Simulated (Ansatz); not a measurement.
# MoS2 in Ansatz: single point with PBEsol

Aim: the single point of MoS2 with PBEsol.

All numbers are computed with Ansatz 0.2.0; they aren't measurements. Logs are shortened: lines on timing, memory, paths and dates and some standing lists are left out, and cuts for length are marked.

## (1) Starting point

The cell holds a slab with vacuum, 3 atoms: a = 3.184 Å, b = 3.184 Å, c = 17.335 Å, α = 90.00°, β = 90.00°, γ = 120.00°.

## (2) Single point, PBEsol

Contents of input.yaml:

```yaml
crystal:
  lattice:
    - [3.1841260822, 0.0, 0.0]
    - [-1.5920630411, 2.757534076, 0.0]
    - [0.0, 0.0, 17.33459995]
  atoms:
    - { symbol: Mo, position: [0.0, 0.0, 0.0] }
    - { symbol: S, position: [0.3333333333, 0.6666666667, 0.91050702] }
    - { symbol: S, position: [0.3333333333, 0.6666666667, 0.08949298] }
kpoints:
  mp_grid: { grid: [6, 6, 2] }
scf:
  occupations: { method: fermi_dirac, width: 0.03 }
hamiltonian:
  xc: pbesol
  pseudopotentials: { kind: all_electron, lapw: { basis_error: 0.002 } }
output:
  forces: true
  stress: true
  eigenvalues: true
```

Potentials or basis: all-electron LAPW, scalar-relativistic.

The run is started by

```sh
ansatz run input.yaml --threads 2 --pin off --max-ram 8192MiB --backend cpu --events-out ev --progress --plain --runs-dir out
```

Log:

```text
Warning: RAYON_NUM_THREADS=2 ignored (pool sized by the plan → 2); use --threads N
LAPW: plane waves up to 7.959 Å⁻¹, error target 2.0e-3 eV per atom; small_component_spin mean_spin; S in spheres of 1.063 Å, 14 of its electrons in bands, Dirac shells []; Mo in spheres of 1.343 Å, 30 of its electrons in bands, Dirac shells [] (how accurate: hamiltonian.pseudopotentials.lapw.basis_error, Limitations)
Engine: ansatz 0.2.0, aarch64-unknown-linux-gnu
Pseudopotentials: kind: all_electron
Pseudopotential: Mo, LAPW, valence charge 30, lapw/all_electron/scalar/gaussian/Mo, Koelling and Harmon's equation, gaussian nucleus
Pseudopotential: S, LAPW, valence charge 14, lapw/all_electron/scalar/gaussian/S, Koelling and Harmon's equation, gaussian nucleus
Functional definition: PBEsol
  exchange = pbesol_x
  correlation = pbesol_c
Crystal: 3 atoms, lattice volume = 152.204 Å³
Basis set: ecut = 241.3225057015598 eV, 1273 PW (Γ), exchange–correlation at level 2
Bands: 35, of which v1, the nominal top of the filled ones, is band 29 counted from 1 (28 counted from 0)
Symmetry: 12 space group operations
Space group: P-6m2 (ITA 187), of the structure as read, at distance tolerance 5.3e-5 Å
k-points: 14 of 72 (time reversal used)
Non-local potential: Mo, projectors of the file, none
Non-local potential: S, projectors of the file, none
Initial density: superposition of atomic densities (neutral atoms: chi_scale 0, normalization atom)
Initial wavefunctions: plane waves of lowest kinetic energy (no species holds an atomic orbital)
Functional: x = pbesol(κ = 0.804, μ = 0.12345679012345678), c = pbesol(β = 0.046)
iter 1 solved again at ethr=5.13e-3 eV; its pass at ethr=1.00e-1 eV (dr2=2.98e0 eV) is discarded
SCF iter   1: F=—  HF=-131814.656109 eV  |F-HF|=—  |Δ(HF+E_count)|=         —  Δρ=3.77e-2  dr2=2.98e0  ethr=5.13e-3  ⟨swp⟩=2.0  Hψ=3139  notcnv=0
preconditioner: auto → Resta (q_TF=auto, 2.323 Å⁻¹)  ε∞=2.6  [insulator: Δε(μ)=1.803 eV  Ē_g=10.159 eV  σ=0.030 eV  W_gap=1.00  n_scr=30 (ndim 8)  ℏωp=12.8 eV  f_vac=0.642  D(μ)=0.00/eV (n_scr^D=0)  ε∞_Penn≈2.6  vacuum switching on, ρ_ref=7.5e-3 e/Å³]
SCF iter   2: F=—  HF=-131814.425183 eV  |F-HF|=—  |Δ(HF+E_count)|=   2.31e-1  Δρ=3.29e-2  dr2=6.16e0  ethr=5.13e-3  ⟨swp⟩=3.2  Hψ=1533  notcnv=0
iter 3 solved again at ethr=3.24e-4 eV; its pass at ethr=5.13e-3 eV (dr2=1.88e-1 eV) is discarded
SCF iter   3: F=—  HF=-131813.289871 eV  |F-HF|=—  |Δ(HF+E_count)|=    1.14e0  Δρ=1.08e-2  dr2=1.87e-1  ethr=3.24e-4  ⟨swp⟩=2.2  Hψ=2446  notcnv=0
SCF iter   4: F=—  HF=-131813.216356 eV  |F-HF|=—  |Δ(HF+E_count)|=         —  Δρ=2.33e-3  dr2=2.03e-2  ethr=3.22e-4  ⟨swp⟩=3.1  Hψ=1602  notcnv=0
the basis was enlarged: its passes take 1011.7 KiB over the memory plan, 2 of 2 planned eigensolver slots
SCF iter   5: F=—  HF=-131813.213107 eV  |F-HF|=—  |Δ(HF+E_count)|=   3.25e-3  Δρ=9.06e-4  dr2=2.27e-3  ethr=3.50e-5  ⟨swp⟩=3.0  Hψ=1521  notcnv=0
SCF iter   6: F=—  HF=-131813.213049 eV  |F-HF|=—  |Δ(HF+E_count)|=   5.81e-5  Δρ=3.26e-4  dr2=3.07e-4  ethr=3.91e-6  ⟨swp⟩=2.1  Hψ=1390  notcnv=0
SCF iter   7: F=—  HF=-131813.213053 eV  |F-HF|=—  |Δ(HF+E_count)|=   4.12e-6  Δρ=3.55e-5  dr2=5.77e-6  ethr=5.30e-7  ⟨swp⟩=3.0  Hψ=1474  notcnv=0
SCF iter   8: F=—  HF=-131813.213056 eV  |F-HF|=—  |Δ(HF+E_count)|=   3.15e-6  Δρ=1.88e-5  dr2=1.45e-6  ethr=9.95e-9  ⟨swp⟩=3.0  Hψ=1489  notcnv=0
SCF iter   9: F=-131813.213056 eV  HF=-131813.213056 eV  |F-HF|=1.94e-8  |Δ(HF+E_count)|=   2.03e-7  Δρ=2.06e-6  dr2=9.80e-9  ethr=2.50e-9  ⟨swp⟩=3.0  Hψ=1451  notcnv=0
SCF 1 converged in 9 iterations: F = -131813.213056 eV  dr2 = 9.80e-9
SCF converged after 9 iterations
Free energy (F): -131813.213056 eV
Harris-Foulkes:  -131813.213056 eV  (|F-HF|=1.94e-8)
Internal energy: -131813.213056 eV  (E = F + TS)
E sigma→0 (E₀):  -131813.213056 eV
Fermi energy:    0.986243 eV
--- Per-component energies (eV) ---
  E_band       = -7457.757980
  E_kinetic    = 135888.374761
  E_xc         = -4672.385248
  E_electrostatic = -263029.202569  (all electrons and nuclei)
  E_smearing   = -0.000000  (= −TS)
  E_closure    = 0.000000  (closes the sum)
  E_atoms      = -131789.879735  (free atoms, spherical and without spin; not in F)
  Σ components = -131813.213056   (vs F -131813.213056, Δ=0.00e0)
  Basis errors (estimates in eV, not in F): energy 9.2e-4 per atom: plane waves 8.4e-4 (5.1e-4 summed), levels above the bands 1.0e-78, relativity 1.2e-8, radial functions 7.8e-5, core shells 2.6e-7; eigenvalues (radial functions only) 3.8e-6; not estimated: angular momenta, meshes, grids; target (lapw.basis_error) 2.0e-3; muffin-tin radii S 1.063 Å, Mo 1.343 Å
--- Forces (eV/Å), atoms counted from 1 ---
  atom   1  Mo     0.00000000     0.00000000     0.00000000
  atom   2  S      0.00000000    -0.00000000     0.14270574
  atom   3  S     -0.00000000    -0.00000000    -0.14270574
  max |Σ_I F_I| component: 3.70e-17 eV/Å
--- Stress (GPa, compression-positive) ---
       -1.480090      -0.000000       0.000000
        0.000000      -1.480090       0.000000
        0.000000       0.000000      -0.465287
  P = ⅓ Tr σ = -1.1418 GPa (-11.418 kbar)
--- Band table (eV; the first three rows and the last of 14) ---
  k-point 0: bands = ["-375.2502", "-375.2285", "-375.2285", "-217.4123", "-217.4123", "-217.4000", "-217.3888", "-217.3888", "-204.6624", "-204.6624", "-149.7383", "-149.7383", "-149.7383", "-149.7383", "-149.6828", "-149.6828", "-60.5989", "-34.7725", "-34.5569", "-34.5569", "-13.9390", "-12.5803", "-5.4920", "-2.5107", "-2.5107", "-1.5662", "-1.3833", "-1.3833", "0.2012", "2.9287", "2.9287", "3.2229", "3.2229", "5.6249", "5.9821"]
  k-point 1: bands = ["-375.2502", "-375.2285", "-375.2285", "-217.4123", "-217.4123", "-217.4000", "-217.3888", "-217.3888", "-204.6624", "-204.6624", "-149.7383", "-149.7383", "-149.7383", "-149.7383", "-149.6828", "-149.6828", "-60.5989", "-34.7725", "-34.5569", "-34.5569", "-13.9390", "-12.5803", "-5.4920", "-2.5107", "-2.5107", "-1.5662", "-1.3833", "-1.3833", "0.2012", "2.9287", "2.9287", "3.2229", "3.2229", "5.7348", "5.7769"]
  k-point 2: bands = ["-375.2502", "-375.2285", "-375.2285", "-217.4123", "-217.4123", "-217.4000", "-217.3888", "-217.3888", "-204.6624", "-204.6624", "-149.7383", "-149.7383", "-149.7383", "-149.7383", "-149.6828", "-149.6828", "-60.5895", "-34.7535", "-34.6533", "-34.5789", "-13.5414", "-12.4218", "-5.0834", "-3.2597", "-2.7653", "-2.0995", "-1.9325", "-0.8857", "-0.1029", "2.5055", "2.7323", "2.8246", "3.5352", "6.2355", "6.5040"]
  k-point 13: bands = ["-375.2502", "-375.2285", "-375.2285", "-217.4123", "-217.4123", "-217.4000", "-217.3888", "-217.3888", "-204.6624", "-204.6624", "-149.7383", "-149.7383", "-149.7383", "-149.7383", "-149.6828", "-149.6828", "-60.5563", "-34.8417", "-34.7968", "-34.6866", "-11.7843", "-11.6909", "-5.2949", "-4.4573", "-3.9514", "-3.4004", "-2.7100", "-1.9421", "0.1290", "1.7871", "3.2505", "3.7450", "5.0582", "7.3301", "7.7299"]
```

Wall time 12 s (2 threads of Arm Neoverse V2, shared host); peak memory 0.35 GiB.

What came out:

- Free energy: -131813.2131 eV
- Largest force: 0.143 eV/Å
- Band gap on the k mesh: 1.59 eV, indirect (least direct gap 1.66 eV)

Forces in eV/Å, atoms in the order of the input:
```
Mo   0.000  0.000  0.000
S    0.000  0.000  0.143
S    0.000  0.000 -0.143
```

Levels at points of the mesh, in eV from the valence-band top:
```tsv
k point	band 26	band 27	band 28	band 29	band 30	band 31	band 32	band 33
(0.00, 0.00, 0.00)	-1.77	-1.58	-1.58	0.00	2.73	2.73	3.02	3.02
(0.00, 0.00, -0.50)	-1.77	-1.58	-1.58	0.00	2.73	2.73	3.02	3.02
(0.00, -0.50, 0.00)	-3.25	-1.86	-1.03	-0.68	2.19	2.72	3.83	4.33
(0.00, -0.50, -0.50)	-3.25	-1.86	-1.03	-0.68	2.19	2.72	3.83	4.33
```
